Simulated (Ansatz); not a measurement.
## A strain series on CaO (wurtzite): uniaxial along z, other directions held

CaO built on the wurtzite prototype (no longer in that coordination), relaxed with r2SCAN in the plane-wave code Ansatz, then strained (uniaxial along z, other directions held; changes of length per length, axes as in the cell below) with the atoms relaxed again within the symmetry that is left. It is hexagonal, P6_3/mmc (No. 194); a = 3.981 Å, c = 4.770 Å in the conventional setting, 16.37 Å³ an atom. Ca is surrounded by 5 O at 2.30–2.39 Å; O is surrounded by 5 Ca at 2.30–2.39 Å. The cell started from the wurtzite prototype, but the relaxation took it to the higher symmetry P6_3/mmc (No. 194), so the name no longer describes it. Note: simulated data, non-magnetic, for a generated structure that need not be the stable one.

```
Ca O
1.0
     3.98084    0.00000    0.00000
    -1.99042    3.44751    0.00000
     0.00000    0.00000    4.77044
Ca O
2 2
Direct
  0.33333 0.66667 0.93750
  0.66667 0.33333 0.43750
  0.33333 0.66667 0.43750
  0.66667 0.33333 0.93750
```

Gaps are the least over each mesh (PBE 12×12×6, r2SCAN 12×12×6, HSE06 6×6×4 when unstrained) and the special points, which keep their unstrained names; stress is the change from the unstrained cell, compression positive.

```tsv
strain (%)	gap, PBE (eV)	gap, r2SCAN (eV)	gap, HSE06 (eV)	edges, HSE06	stress along the strain, r2SCAN (GPa)	energy rise, r2SCAN (meV/atom)
-1.33	3.208	3.632	4.593	Γ	+2.98	1.9
-0.5	3.208	3.634	4.586	Γ	+1.06	0.3
0.0	3.206	3.633	4.579	Γ	0.00	0.0
```

**Question.** Estimate the row for a strain of -1.87 %.

**Answer.**
```tsv
strain (%)	gap, PBE (eV)	gap, r2SCAN (eV)	gap, HSE06 (eV)	edges, HSE06	stress along the strain, r2SCAN (GPa)	energy rise, r2SCAN (meV/atom)
-1.87	3.206	3.629	4.597	Γ	+4.34	3.9
```

The meshes of the hybrids are coarse, so their gaps aren't converged to the digits shown.
